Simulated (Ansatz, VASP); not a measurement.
# One calculation of SnTe, two programs

INCAR

```
PREC = Accurate ; ENCUT = 520
EDIFF = 1E-6 ; ISMEAR = -1
SIGMA = 0.05 ; LREAL = False
LASPH = True ; NELM = 150
ALGO = Normal ; ISIF = 2
LWAVE = False ; LCHARG = False
LNONCOLLINEAR = True ; MAGMOM = 0 0 0 0 0 0
LORBIT = 11 ; LSORBIT = True
GGA_COMPAT = False ; LORBMOM = True
GGA = PE ; NBANDS = 32
```

Contents of KPOINTS:

```
Automatic mesh
0
Gamma
  7 7 7
```

The input POSCAR:

```
SnTe
1.0
    0.0000000000      3.1508500000      3.1508500000
    3.1508500000      0.0000000000      3.1508500000
    3.1508500000      3.1508500000      0.0000000000
Te Sn
1 1
Direct
    0.5000000000      0.5000000000      0.5000000000
    0.0000000000      0.0000000000      0.0000000000
```

Contents of input.yaml:

```yaml
crystal:
  lattice:
    - [0.0, 3.15085, 3.15085]
    - [3.15085, 0.0, 3.15085]
    - [3.15085, 3.15085, 0.0]
  atoms:
    - { symbol: Te, position: [0.5, 0.5, 0.5] }
    - { symbol: Sn, position: [0.0, 0.0, 0.0] }
hamiltonian:
  xc: pbe
  pseudopotentials: { kind: paw_fr }
magnetization:
  noncollinear: true
  spin_orbit: true
kpoints:
  mp_grid: { grid: [7, 7, 7] }
  band_path:
    path:
      - [[0.0, 0.0, 0.0], [0.5, 0.0, 0.5], [0.5, 0.25, 0.75], [0.375, 0.375, 0.75], [0.0, 0.0, 0.0], [0.5, 0.5, 0.5], [0.625, 0.25, 0.625], [0.5, 0.25, 0.75], [0.5, 0.5, 0.5], [0.375, 0.375, 0.75]]
      - [[0.625, 0.25, 0.625], [0.5, 0.0, 0.5]]
    npoints: 14
scf:
  occupations: { method: fermi_dirac, width: 0.05 }
  n_extra_bands: 6
output:
  forces: true
  stress: true
  eigenvalues: true
  fatbands: false
```

Alike in both runs: functional PBE; k mesh 7 × 7 × 7; occupations fermi-dirac, width 0.05 eV; non-collinear spin, spin-orbit coupling.

|  | VASP | Ansatz |
| --- | --- | --- |
| version | VASP 6.6.1 | Ansatz 0.2.0 |
| potentials or method | VASP PAW PBE potentials, release 64 (Te, Sn_d) | Ansatz PAW |
| plane-wave cutoff (eV) | 520 | 420 |
| valence electrons in the cell | 20 | 30 |
| task | single point | band structure |

Ansatz gave:

- gap on the k mesh at the Fermi level (eV): 0.44
- least direct gap on the mesh (eV): 0.44
- pressure (GPa): 2.2
- net moment per atom (μB): 0.00

Problem. What did VASP give for the same quantities?

Solution. gap on the k mesh at the Fermi level (eV): 0.45; least direct gap on the mesh (eV): 0.45; pressure (GPa): 2.2; net moment per atom (μB): 0.00.

The functional is the same, so the differences come from potentials, cutoffs and numerics. The two sets of potentials don't hold the same shells in valence.
